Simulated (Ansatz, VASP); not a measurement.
# Two plane-wave programs on Li2O

```
CELL_PARAMETERS angstrom
0.00000 2.26230 2.26230
2.26230 0.00000 2.26230
2.26230 2.26230 0.00000
ATOMIC_POSITIONS crystal
Li 0.25000 0.25000 0.25000
Li 0.75000 0.75000 0.75000
O 0.00000 0.00000 0.00000
```

Alike in both runs: functional PBE; dispersion D3(BJ); k mesh 8 × 8 × 8; occupations gaussian, width 0.02 eV; no spin polarisation.

Ansatz relaxed the structure, and its values are those at the end. VASP's run is a single point on that final structure, the one shown.

|  | VASP | Ansatz |
| --- | --- | --- |
| version | VASP 6.6.1 | Ansatz 0.2.0 |
| potentials or method | VASP PAW PBE potentials, release 64 (Li_sv, O) | scalar-relativistic, plane waves, PAW |
| plane-wave cutoff (eV) | 520 | 420 |
| valence electrons in the cell | 12 | 12 |

```tsv
	VASP	Ansatz	Ansatz less VASP
gap on the k mesh at the Fermi level (eV)	5.09	5.11	+0.021
least direct gap on the mesh (eV)	5.75	5.74	-0.012
```

 A k mesh can miss the band edges.
